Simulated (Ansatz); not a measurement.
Wanted: the native input for an Ansatz 0.2.0 run.

| Quantity | Value |
| --- | --- |
| Task | band structure |
| Functional | PBE |
| Potentials or basis | Ansatz PAW |
| Cutoff | 420 eV (not typed: the program's choice for these potentials) |
| k mesh | 11 × 11 × 11 |
| Occupations | fermi-dirac, width 0.05 eV |
| Spin | collinear spin, ferromagnetic start |
| Starting moments | [1.0, 0.0] μB |
| Path | [["G", "X", "W", "K", "G", "L", "U", "W", "L", "K"], ["U", "X"]] |
| Points for each segment of the path | 14 |

Crystal: NiO.

```
Ni O
1.0
     0.00000    2.08590    2.08590
     2.08590    0.00000    2.08590
     2.08590    2.08590    0.00000
Ni O
1 1
Direct
  0.00000 0.00000 0.00000
  0.50000 0.50000 0.50000
```

One way to write it, as run:

input.yaml

```yaml
crystal:
  lattice:
    - [0.0, 2.0859016414, 2.0859016414]
    - [2.0859016414, 0.0, 2.0859016414]
    - [2.0859016414, 2.0859016414, 0.0]
  atoms:
    - { symbol: Ni, position: [0.0, 0.0, 0.0], spin: 1.0 }
    - { symbol: O, position: [0.5, 0.5, 0.5] }
hamiltonian:
  xc: pbe
  pseudopotentials: { kind: paw }
magnetization:
  spin_polarized: true
kpoints:
  mp_grid: { grid: [11, 11, 11] }
  band_path:
    path:
      - [[0.0, 0.0, 0.0], [0.5, 0.0, 0.5], [0.5, 0.25, 0.75], [0.375, 0.375, 0.75], [0.0, 0.0, 0.0], [0.5, 0.5, 0.5], [0.625, 0.25, 0.625], [0.5, 0.25, 0.75], [0.5, 0.5, 0.5], [0.375, 0.375, 0.75]]
      - [[0.625, 0.25, 0.625], [0.5, 0.0, 0.5]]
    npoints: 14
scf:
  occupations: { method: fermi_dirac, width: 0.05 }
  n_extra_bands: 6
output:
  forces: true
  stress: true
  eigenvalues: true
  fatbands: true
  write_density: true
  write_potential: true
  elf: true
  volumetric_format: npy
```

Potentials or basis: Ansatz PAW.

The run is started by

```bash
$ ansatz run input.yaml --threads 2 --pin off --max-ram 5120MiB --backend cpu --events-out ev --progress --plain --runs-dir out
```

Results of the run:

The pressure is 5.7 GPa and the band gap on the k mesh is none (metal or under the smearing width). The net moment is 1.73 μB per cell. The absolute moment is 1.73 μB per cell and the site moments are Ni +1.40; O +0.27 μB.

Caveat: the pressure holds a Pulay correction of +0.7 GPa for the finite cutoff; a cell with one magnetic atom can't hold antiferromagnetic order, which such compounds often take; semilocal functionals often make such compounds metallic where correlation or magnetic order opens a gap, which also shifts bond lengths.

Wall time 5 s on 2 threads of Intel(R) Xeon(R) Platinum 8375C CPU @ 2.90GHz (Ice Lake) (shared host), peak memory 0.36 GiB.
